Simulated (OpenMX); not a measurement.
# ZnO (zincite) (P6_3mc) in OpenMX: a series of runs, part 2 of 2

OpenMX 3.8.5. Earlier steps stand in the parts before.

### Step 5. Single point, LDA, 12.14 Å³/atom (volume scaled by 1.02)

Contents of ZnO.dat:

```
System.CurrrentDirectory             ./
System.Name                          ZnO
DATA.PATH                            ./DFT_DATA13
level.of.stdout                      1
level.of.fileout                     0
Species.Number                       2
<Definition.of.Atomic.Species
  Zn  Zn6.0H-s3p2d2          Zn_CA13H
  O   O6.0-s2p2d1            O_CA13
Definition.of.Atomic.Species>

Atoms.Number                         4
Atoms.SpeciesAndCoordinates.Unit     FRAC
<Atoms.SpeciesAndCoordinates
    1  Zn    0.6666666667    0.3333333333    0.0000000000  10.000 10.000
    2  Zn    0.3333333333    0.6666666667    0.5000000000  10.000 10.000
    3  O     0.3333333333    0.6666666667    0.8790100000   3.000  3.000
    4  O     0.6666666667    0.3333333333    0.3790100000   3.000  3.000
Atoms.SpeciesAndCoordinates>

Atoms.UnitVectors.Unit               Ang
<Atoms.UnitVectors
     3.2708272232    0.0000000000    0.0000000000
    -1.6354136116    2.8326194666    0.0000000000
     0.0000000000    0.0000000000    5.2401848988
Atoms.UnitVectors>

scf.XcType                           LDA
scf.SpinPolarization                 off
scf.ElectronicTemperature            580.226
scf.maxIter                          100
scf.EigenvalueSolver                 band
scf.Kgrid                            9 9 5
scf.Mixing.Type                      rmm-diisk
scf.Init.Mixing.Weight               0.05
scf.Min.Mixing.Weight                0.001
scf.Max.Mixing.Weight                0.3
scf.Mixing.History                   25
scf.Mixing.StartPulay                8
scf.criterion                        1.0e-8
MD.Type                              nomd
scf.Ngrid                            36 36 70
scf.energycutoff                     500.0
```

The run is started by

```sh
$ openmx ZnO.dat -nt 1 > ZnO.std
```

Run time: 2 min. Hardware: 1 thread of AMD EPYC 7R43 (Zen 3), shared host; peak memory 0.77 GiB.

Results (log left out):

```
Free energy            : -13003.0300 eV
Largest force          : 0.030 eV/Å
Band gap on the k mesh : 1.14 eV, direct
Mulliken charges       : Zn +0.44; O -0.44 e
```

Caveat: Mulliken charges move with the basis; the basis of atomic orbitals isn't converged, which shifts pressures, moduli and gaps.

### Step 6. Single point, LDA, 11.42 Å³/atom (volume scaled by 0.96)

ZnO.dat, as its differences from that of step 5:

```diff
@@ -22,5 +22,5 @@
 <Atoms.UnitVectors
-     3.2708272232    0.0000000000    0.0000000000
-    -1.6354136116    2.8326194666    0.0000000000
-     0.0000000000    0.0000000000    5.2401848988
+     3.2053930491    0.0000000000    0.0000000000
+    -1.6026965246    2.7759518096    0.0000000000
+     0.0000000000    0.0000000000    5.1353529565
 Atoms.UnitVectors>
```

Potentials or basis: OpenMX 2013 LDA set, Zn6.0H-s3p2d2, O6.0-s2p2d1, fixed grid of 36 × 36 × 70 points.

The run is started by

```sh
$ openmx ZnO.dat -nt 1 > ZnO.std
```

Wall time 2.1 min (1 thread of AMD EPYC 7R43 (Zen 3), shared host); peak memory 0.8 GiB.

It converged, with:

| Item | Value |
| --- | --- |
| Free energy | -13003.1100 eV |
| Largest force | 0.047 eV/Å |
| Band gap on the k mesh | 1.30 eV, direct |
| Mulliken charges | Zn +0.43; O -0.43 e |

Caveat: Mulliken charges move with the basis; the basis of atomic orbitals isn't converged, which shifts pressures, moduli and gaps.

### Step 7. Single point, LDA, 12.38 Å³/atom (volume scaled by 1.04)

ZnO.dat, as its differences from that of step 6:

```diff
@@ -22,5 +22,5 @@
 <Atoms.UnitVectors
-     3.2053930491    0.0000000000    0.0000000000
-    -1.6026965246    2.7759518096    0.0000000000
-     0.0000000000    0.0000000000    5.1353529565
+     3.2920669561    0.0000000000    0.0000000000
+    -1.6460334781    2.8510136149    0.0000000000
+     0.0000000000    0.0000000000    5.2742130269
 Atoms.UnitVectors>
```

The run is started by

```sh
$ openmx ZnO.dat -nt 1 > ZnO.std
```

Wall time 1.9 min (1 thread of AMD EPYC 7R43 (Zen 3), shared host); peak memory 0.77 GiB.

Results (log left out):

```
Free energy            : -13002.9711 eV
Largest force          : 0.023 eV/Å
Band gap on the k mesh : 1.09 eV, direct
Mulliken charges       : Zn +0.44; O -0.44 e
```

Caveat: Mulliken charges move with the basis; the basis of atomic orbitals isn't converged, which shifts pressures, moduli and gaps.

### Step 8. Single point, LDA, 11.19 Å³/atom (volume scaled by 0.94)

ZnO.dat, as its differences from that of step 7:

```diff
@@ -22,5 +22,5 @@
 <Atoms.UnitVectors
-     3.2920669561    0.0000000000    0.0000000000
-    -1.6460334781    2.8510136149    0.0000000000
-     0.0000000000    0.0000000000    5.2742130269
+     3.1829769797    0.0000000000    0.0000000000
+    -1.5914884899    2.7565389241    0.0000000000
+     0.0000000000    0.0000000000    5.0994402224
 Atoms.UnitVectors>
```

The run is started by

```sh
$ openmx ZnO.dat -nt 1 > ZnO.std
```

Wall time 2.1 min (1 thread of AMD EPYC 7R43 (Zen 3), shared host); peak memory 0.81 GiB.

It converged, with:

```
Free energy            : -13003.0987 eV
Largest force          : 0.052 eV/Å
Band gap on the k mesh : 1.35 eV, direct
Mulliken charges       : Zn +0.43; O -0.43 e
```

Caveat: Mulliken charges move with the basis; the basis of atomic orbitals isn't converged, which shifts pressures, moduli and gaps.

### Step 9. Single point, LDA, 12.61 Å³/atom (volume scaled by 1.06)

ZnO.dat, as its differences from that of step 8:

```diff
@@ -22,5 +22,5 @@
 <Atoms.UnitVectors
-     3.1829769797    0.0000000000    0.0000000000
-    -1.5914884899    2.7565389241    0.0000000000
-     0.0000000000    0.0000000000    5.0994402224
+     3.3130361008    0.0000000000    0.0000000000
+    -1.6565180504    2.8691734269    0.0000000000
+     0.0000000000    0.0000000000    5.3078076462
 Atoms.UnitVectors>
```

Potentials or basis: OpenMX 2013 LDA set, Zn6.0H-s3p2d2, O6.0-s2p2d1, fixed grid of 36 × 36 × 70 points.

The run is started by

```sh
$ openmx ZnO.dat -nt 1 > ZnO.std
```

Run time: 2.6 min. Hardware: 1 thread of AMD EPYC 7R43 (Zen 3), shared host; peak memory 0.75 GiB.

Results (log left out):

| Quantity | Value |
| --- | --- |
| Free energy | -13002.9005 eV |
| Largest force | 0.019 eV/Å |
| Band gap on the k mesh | 1.04 eV, direct |
| Mulliken charges | Zn +0.45; O -0.45 e |

Caveat: Mulliken charges move with the basis; the basis of atomic orbitals isn't converged, which shifts pressures, moduli and gaps.

### Step 10. Equation of state, LDA

No new run: the results of the series are fitted here.

Results (log left out):

```yaml
Equilibrium_volume: 11.43 Å³/atom
Bulk_modulus_at_fixed_shape_and_positions: 162 GPa
Pressure_derivative_of_the_bulk_modulus: "4.3 (rough: it moves with the points fitted)"
```

Energy against volume, from the lowest point:
```csv
volume (Å³/atom),energy (meV/atom)
11.186,2.83
11.424,0.00
11.662,2.53
11.900,9.24
12.138,20.00
12.376,34.73
12.614,52.37
```

Caveat: volumes in these bases differ from converged ones by about 1 %, for some elements by several; the cell was scaled at fixed shape and fractional positions, which overstates the stiffness of a crystal with free parameters, most of all of layers and chains; the basis of atomic orbitals isn't converged, which shifts pressures, moduli and gaps.

### Step 11. Band structure, PBE

ZnO.dat, as its differences from that of step 9:

```diff
@@ -7,4 +7,4 @@
 <Definition.of.Atomic.Species
-  Zn  Zn6.0H-s3p2d2          Zn_CA13H
-  O   O6.0-s2p2d1            O_CA13
+  Zn  Zn6.0H-s3p2d2f1        Zn_PBE13H
+  O   O6.0-s3p2d2            O_PBE13
 Definition.of.Atomic.Species>
@@ -22,10 +22,11 @@
 <Atoms.UnitVectors
-     3.3130361008    0.0000000000    0.0000000000
-    -1.6565180504    2.8691734269    0.0000000000
-     0.0000000000    0.0000000000    5.3078076462
+     3.2493080000    0.0000000000    0.0000000000
+    -1.6246540000    2.8139832727    0.0000000000
+     0.0000000000    0.0000000000    5.2057090000
 Atoms.UnitVectors>
 
-scf.XcType                           LDA
+scf.XcType                           GGA-PBE
 scf.SpinPolarization                 off
 scf.ElectronicTemperature            580.226
+scf.energycutoff                     500.0
 scf.maxIter                          100
@@ -40,4 +41,16 @@
 scf.criterion                        1.0e-8
+scf.stress.tensor                    on
 MD.Type                              nomd
-scf.Ngrid                            36 36 70
-scf.energycutoff                     500.0
+Band.dispersion                      on
+Band.Nkpath                          9
+<Band.kpath
+   11   0.000000  0.000000  0.000000    0.500000  0.000000  0.000000  G M
+    7   0.500000  0.000000  0.000000    0.333333  0.333333  0.000000  M K
+   13   0.333333  0.333333  0.000000    0.000000  0.000000  0.000000  K G
+    6   0.000000  0.000000  0.000000    0.000000  0.000000  0.500000  G A
+   11   0.000000  0.000000  0.500000    0.500000  0.000000  0.500000  A L
+    7   0.500000  0.000000  0.500000    0.333333  0.333333  0.500000  L H
+   13   0.333333  0.333333  0.500000    0.000000  0.000000  0.500000  H A
+    6   0.500000  0.000000  0.500000    0.500000  0.000000  0.000000  L M
+    6   0.333333  0.333333  0.000000    0.333333  0.333333  0.500000  K H
+Band.kpath>
```

Potentials or basis: OpenMX 2013 PBE set, Zn6.0H-s3p2d2f1, O6.0-s3p2d2, grid cutoff 500 Ry.

The run is started by

```sh
$ openmx ZnO.dat -nt 1 > ZnO.std
```

ZnO.out:

```text
Required cutoff energy (Ryd) for 3D-grids = 500.0000
      Used cutoff energy (Ryd) for 3D-grids = 452.3390, 452.3390, 499.7334
  Num. of grids of a-, b-, and c-axes = 36, 36, 70

  Num.Grid1.    36
  Num.Grid2.    36
  Num.Grid3.    70

  Cell_Volume =    321.209799244794 (Bohr^3)
  GridVol     =      0.003540672390 (Bohr^3)
  Cell vectors (bohr) of the grid cell (gtv)
    gtv_a =  0.170563938125,  0.000000000000,  0.000000000000
    gtv_b = -0.085281969062,  0.147712703385,  0.000000000000
    gtv_c =  0.000000000000,  0.000000000000,  0.140533765518
    |gtv_a| =  0.170563938125
    |gtv_b| =  0.170563938124
    |gtv_c| =  0.140533765518

***********************************************************

[... 343 lines left out ...]
  dx^2-y^2    0    0.001382362  0.001382362   0.002764724   0.000000000
  dxy         0    0.001384591  0.001384591   0.002769181   0.000000000
  dxz         0    0.001077507  0.001077507   0.002155013   0.000000000
  dyz         0    0.001077138  0.001077138   0.002154276   0.000000000
   sum over m      0.006349510  0.006349510   0.012699020   0.000000000
  d3z^2-r^2   1   -0.001947811 -0.001947811  -0.003895622   0.000000000
  dx^2-y^2    1   -0.001131632 -0.001131632  -0.002263264   0.000000000
  dxy         1   -0.001138134 -0.001138134  -0.002276267   0.000000000
  dxz         1   -0.000442230 -0.000442230  -0.000884460   0.000000000
  dyz         1   -0.000446423 -0.000446423  -0.000892846   0.000000000
   sum over m     -0.005106229 -0.005106229  -0.010212459   0.000000000
   sum over m+mul  0.001243281  0.001243281   0.002486561   0.000000000

***********************************************************
       xyz-coordinates (Ang) and forces (Hartree/Bohr)
***********************************************************

<coordinates.forces
  4
    1    Zn     1.62465   0.93799   0.00000   0.000238471965 -0.000276565946 -0.000814072359
    2    Zn    -0.00000   1.87599   2.60285  -0.000238470062  0.000276565282 -0.000814072361
    3     O    -0.00000   1.87599   4.57587  -0.000287975567  0.000299663014  0.000901897996
    4     O     1.62465   0.93799   1.97302   0.000287973668 -0.000299662350  0.000901897992
coordinates.forces>

***********************************************************
       Fractional coordinates of the final structure
***********************************************************

     1     Zn     0.66666666670000   0.33333333330000   0.00000000000000
     2     Zn     0.33333333330000   0.66666666670000   0.50000000000000
     3      O     0.33333333330000   0.66666666670000   0.87901000000000
     4      O     0.66666666670000   0.33333333330000   0.37901000000000
```

Wall time 4 min (1 thread of Arm Neoverse V2, shared host); peak memory 1 GiB.

What came out:

| Quantity | Value |
| --- | --- |
| Free energy | -13013.7547 eV |
| Pressure | 6.8 GPa |
| Largest force | 0.051 eV/Å |
| Band gap on the k mesh | 0.99 eV, direct |
| Band gap along the path | 0.99 eV, direct |
| Mulliken charges | Zn +0.46; O -0.46 e |

Forces on the atoms (eV/Å):
```
Zn   0.012 -0.014 -0.042
Zn  -0.012  0.014 -0.042
O   -0.015  0.015  0.046
O    0.015 -0.015  0.046
```

Levels at the corners of the path, in eV from the valence-band top:
| point | band 22 | band 23 | band 24 | band 25 | band 26 | band 27 | band 28 | band 29 | band 30 | band 31 |
| --- | --- | --- | --- | --- | --- | --- | --- | --- | --- | --- |
| Γ | -0.81 | -0.80 | -0.06 | -0.01 | 0.00 | 0.99 | 5.48 | 8.42 | 13.05 | 13.05 |
| M | -3.52 | -2.82 | -2.26 | -1.28 | -0.82 | 5.98 | 7.01 | 7.79 | 8.75 | 10.86 |
| K | -3.55 | -3.55 | -1.91 | -1.91 | -1.71 | 7.86 | 7.93 | 7.93 | 8.35 | 11.03 |
| Γ | -0.81 | -0.80 | -0.06 | -0.01 | 0.00 | 0.99 | 5.48 | 8.42 | 13.05 | 13.05 |
| A | -2.24 | -0.41 | -0.41 | -0.39 | -0.39 | 3.67 | 3.67 | 10.35 | 10.35 | 13.32 |
| L | -3.82 | -1.50 | -1.50 | -1.33 | -1.33 | 5.89 | 5.89 | 8.63 | 8.63 | 11.64 |
| H | -3.74 | -2.70 | -2.70 | -1.21 | -1.21 | 8.20 | 8.20 | 8.25 | 8.25 | 9.01 |
| A|L | -2.24 | -0.41 | -0.41 | -0.39 | -0.39 | 3.67 | 3.67 | 10.35 | 10.35 | 13.32 |
| M|K | -3.52 | -2.82 | -2.26 | -1.28 | -0.82 | 5.98 | 7.01 | 7.79 | 8.75 | 10.86 |
| H | -3.74 | -2.70 | -2.70 | -1.21 | -1.21 | 8.20 | 8.20 | 8.25 | 8.25 | 9.01 |

Caveat: Mulliken charges move with the basis; the basis of atomic orbitals isn't converged, which shifts pressures, moduli and gaps.

### Step 12. Overview

```csv
task,level,potentials or basis,max SCF cycles,"grid points, held for all volumes",gap on the mesh (eV),pressure (GPa),largest force (eV/Å)
band structure,LDA,"OpenMX 2013 LDA set, Zn6.0H-s3p2d2, O6.0-s2p2d1, grid cutoff 500 Ry",100,-,1.20,-5.8,0.03
equation of state,LDA,"OpenMX 2013 LDA set, Zn6.0H-s3p2d2, O6.0-s2p2d1, fixed grid of 36 × 36 × 70 points",-,36 × 36 × 70,-,-,-
band structure,PBE,"OpenMX 2013 PBE set, Zn6.0H-s3p2d2f1, O6.0-s3p2d2, grid cutoff 500 Ry",100,-,0.99,6.8,0.05
```

Alike in all rows: no spin polarisation; cell as given; k mesh 9 × 9 × 5; smearing fermi-dirac 0.05 eV.

Caveats: the basis of atomic orbitals isn't converged, which shifts pressures, moduli and gaps; volumes in these bases differ from converged ones by about 1 %, for some elements by several (some runs); the cell was scaled at fixed shape and fractional positions, which overstates the stiffness of a crystal with free parameters, most of all of layers and chains (some runs).

Absolute energies hang on the potentials; compare differences alone.

### Step 13. How close it comes

Step 2. Against the measured gap of ZnO, 3.37 eV (quoted in “Electronic structure of alkaline earth and post-transition metal oxides”, 2009, arxiv:0908.1581), the calculated 1.20 eV is off by -2.17 eV. So large a miss can be the level of theory's own, or it may mean another phase, state or a wrong row. The value is that of LDA in an atomic basis (OpenMX 2013 LDA set, Zn6.0H-s3p2d2, O6.0-s2p2d1, grid cutoff 500 Ry), whose error adds to the functional's,, without temperature or zero-point motion. Semilocal functionals fall short of measured gaps as a rule.

Step 11. A measured gap of ZnO is 3.37 eV (quoted in “Electronic structure of alkaline earth and post-transition metal oxides”, 2009, arxiv:0908.1581); the calculated 0.99 eV misses it by -2.38 eV. So large a miss can be the level of theory's own, or it may mean another phase, state or a wrong row. The value is that of PBE in an atomic basis (OpenMX 2013 PBE set, Zn6.0H-s3p2d2f1, O6.0-s3p2d2, grid cutoff 500 Ry), whose error adds to the functional's,, without temperature or zero-point motion. Semilocal functionals fall short of measured gaps as a rule.
